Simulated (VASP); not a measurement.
# PbTe: convergence, self-consistent run

PbTe, I4mm (no. 107), 2 atoms in the cell. R2SCAN; PAW potentials Pb_d, Te (PBE set). VASP 6.6.1. The cell is changed on purpose: last atom moved by 0.05 Å along z, cell strained by -1.0% along z.

Wanted: energy within 2 meV/atom; forces within 0.01 eV/Å.

What the run is for: forces; Accuracy asked: standard.

POSCAR:
```
TePb
1.0
    0.0000000000      3.2310000000      3.1986900000
    3.2310000000      0.0000000000      3.1986900000
    3.2310000000      3.2310000000      0.0000000000
Pb Te
1 1
Direct
    0.0000000000      0.0000000000      0.0000000000
    0.5077375400      0.5077375400      0.4922624600
```

The series start from Plane-wave cutoff (eV): 310; k-point mesh: 6 × 6 × 6; Precision mode (PREC): Accurate; Electronic threshold (eV): 1e-6; Bands in all (NBANDS): 20; Aspherical gradient terms in the spheres (LASPH): yes; Electronic algorithm: ALGO=Normal; Kinetic-energy density mixed (LMIXTAU): LMIXTAU=True; Density mixing: defaults. Each series keeps the choices made before it, and each single choice may use up half of a tolerance.

## Plane-wave cutoff (eV)

| Plane-wave cutoff (eV) | Energy less reference (meV/atom) | Forces, largest deviation (eV/Å) | SCF iterations | Time (s) |
|---|---|---|---|---|
| 190 | 164.3 | 0.005 | 25 | 48 |
| 240 | 1.9 | 0.000 | 22 | 40 |
| 280 | 0.7 | 0.000 | 19 | 74 |
| 310 | 1.1 | 0.000 | 19 | 81 |
| 360 | 1.7 | 0.000 | 24 | 130 |
| 420 | 0.6 | 0.002 | 19 | 145 |
| 500 | 0.4 | 0.000 | 19 | 174 |
| 620 (reference) | 0.0 | 0.000 | 19 | 239 |

Chosen: 420, the loosest value from which every tighter one stays within half of the tolerance.

## k-point mesh

| k-point mesh | Energy less reference (meV/atom) | Forces, largest deviation (eV/Å) | SCF iterations | Time (s) |
|---|---|---|---|---|
| 2 × 2 × 2 | 808.5 | 0.479 | 21 | 41 |
| 3 × 3 × 3 | -19.3 | 0.033 | 22 | 43 |
| 4 × 4 × 4 | 5.0 | 0.038 | 20 | 73 |
| 5 × 5 × 5 | 0.3 | 0.015 | 21 | 95 |
| 6 × 6 × 6 | 0.1 | 0.008 | 19 | 145 |
| 8 × 8 × 8 | 0.2 | 0.004 | 24 | 345 |
| 9 × 9 × 9 | 0.0 | 0.002 | 21 | 320 |
| 12 × 12 × 12 (reference) | 0.0 | 0.000 | 20 | 748 |

Chosen: 8 × 8 × 8.

## Precision mode (PREC)

| Precision mode (PREC) | Energy less reference (meV/atom) | Forces, largest deviation (eV/Å) | SCF iterations | Time (s) |
|---|---|---|---|---|
| SingleN | -2.4 | 0.001 | 21 | 90 |
| Normal | 0.1 | 0.000 | 24 | 106 |
| Single | -0.3 | 0.001 | 23 | 253 |
| Accurate (reference) | 0.0 | 0.000 | 24 | 345 |

Chosen: Normal.

## Electronic threshold (eV)

| Electronic threshold (eV) | Energy less reference (meV/atom) | Forces, largest deviation (eV/Å) | SCF iterations | Time (s) |
|---|---|---|---|---|
| 0.001 | 1.3 | 0.003 | 12 | 81 |
| 0.0001 | 0.0 | 0.000 | 18 | 109 |
| 1e-5 | 0.0 | 0.000 | 20 | 102 |
| 1e-6 | 0.0 | 0.000 | 24 | 106 |
| 1e-7 (reference) | 0.0 | 0.000 | 26 | 108 |

Chosen: 0.0001.

## Bands in all (NBANDS)

| Bands in all (NBANDS) | Energy less reference (meV/atom) | Forces, largest deviation (eV/Å) | SCF iterations | Time (s) |
|---|---|---|---|---|
| 11 | 0.0 | 0.000 | 16 | 42 |
| 12 | 0.0 | 0.000 | 16 | 44 |
| 14 | 0.0 | 0.000 | 16 | 49 |
| 16 | 0.0 | 0.000 | 17 | 64 |
| 20 | 0.0 | 0.000 | 18 | 109 |
| 30 (reference) | 0.0 | 0.000 | 16 | 91 |

Chosen: 11.

## Aspherical gradient terms in the spheres (LASPH)

| Aspherical gradient terms in the spheres (LASPH) | Energy less reference (meV/atom) | Forces, largest deviation (eV/Å) | SCF iterations | Time (s) |
|---|---|---|---|---|
| no | 0.1 | 0.003 | 16 | 31 |
| yes (reference) | 0.0 | 0.000 | 16 | 42 |

Chosen: no.

## Electronic algorithm

| Electronic algorithm | Energy less reference (meV/atom) | Forces, largest deviation (eV/Å) | SCF iterations | Time (s) |
|---|---|---|---|---|
| ALGO=Normal | 0.0 | 0.000 | 16 | 31 |
| ALGO=Fast | 0.1 | 0.001 | 17 | 44 |
| ALGO=VeryFast | 115.4 | 0.005 | 27 | 67 |
| ALGO=All ISEARCH=1 | 0.0 | 0.000 | 13 | 31 |
| ALGO=All ISEARCH=0 | 0.0 | 0.000 | 13 | 31 |
| ALGO=Damped TIME=0.4 | 0.0 | 0.000 | 25 | 41 |
| ALGO=Damped TIME=0.1 | 0.0 | 0.001 | 47 | 70 |

Chosen: ALGO=Normal; no other choice that stays within half of the tolerance saves 30 % of the time.

## Kinetic-energy density mixed (LMIXTAU)

| Kinetic-energy density mixed (LMIXTAU) | Energy less reference (meV/atom) | Forces, largest deviation (eV/Å) | SCF iterations | Time (s) |
|---|---|---|---|---|
| LMIXTAU=True | 0.0 | 0.000 | 16 | 31 |
| LMIXTAU=False | 0.0 | 0.000 | 11 | 24 |

Chosen: LMIXTAU=False; it saves 7.4 s of 31, so LMIXTAU=True would do nearly as well.

## Density mixing

| Density mixing | Energy less reference (meV/atom) | Forces, largest deviation (eV/Å) | SCF iterations | Time (s) |
|---|---|---|---|---|
| defaults | 0.0 | 0.000 | 11 | 24 |
| AMIN=0.01 | 0.0 | 0.000 | 11 | 26 |
| INIMIX=0 | 0.0 | 0.001 | 11 | 24 |
| AMIX=0.1 | 0.0 | 0.001 | 19 | 39 |
| BMIX=2.0 | 0.0 | 0.000 | 11 | 23 |
| MAXMIX=-10 | 0.0 | 0.000 | 11 | 22 |
| BMIX=0.5 | 0.0 | 0.001 | 11 | 22 |

Chosen: defaults.

## All choices together

| Input | Energy less reference (meV/atom) | Forces, largest deviation (eV/Å) | Time (s) |
|---|---|---|---|
| the program's defaults (naive) | 8.0 | 0.034 | 7.6 |
| chosen settings | 0.9 | 0.000 | 24 |
| reference settings throughout | 0.0 | 0.000 | 1704 |

The tolerance is met.

Values of the reference run: Forces: 0, 0, 0.04323, 0, 0, -0.04323 eV/Å.

## The input

INCAR:
```
METAGGA = R2SCAN
ISMEAR = 0
SIGMA = 0.03
LWAVE = False
LCHARG = False
ISIF = 2
PREC = Normal
LASPH = False
LREAL = False
ALGO = Normal
EDIFF = 1E-4
NELM = 120
GGA_COMPAT = False
ENCUT = 420
EFERMI = MIDGAP
LMIXTAU = False
NBANDS = 11
```

KPOINTS:
```
Automatic mesh
0
Gamma
  8 8 8
  0 0 0
```

Commands:
```
cat potpaw_PBE.64/Pb_d/POTCAR potpaw_PBE.64/Te/POTCAR > POTCAR
mpirun -np 1 vasp_std > vasp.out
```

The chosen input took VASP 6.6.1 24 s on 1 core (Intel Xeon Platinum 8488C (Sapphire Rapids)), a shared host.

## An input that fails: too few electronic steps

The electronic loop stops at its limit of 4 steps.

Changes against the starting input:
```
- NELM = 120
+ NELM = 4
```
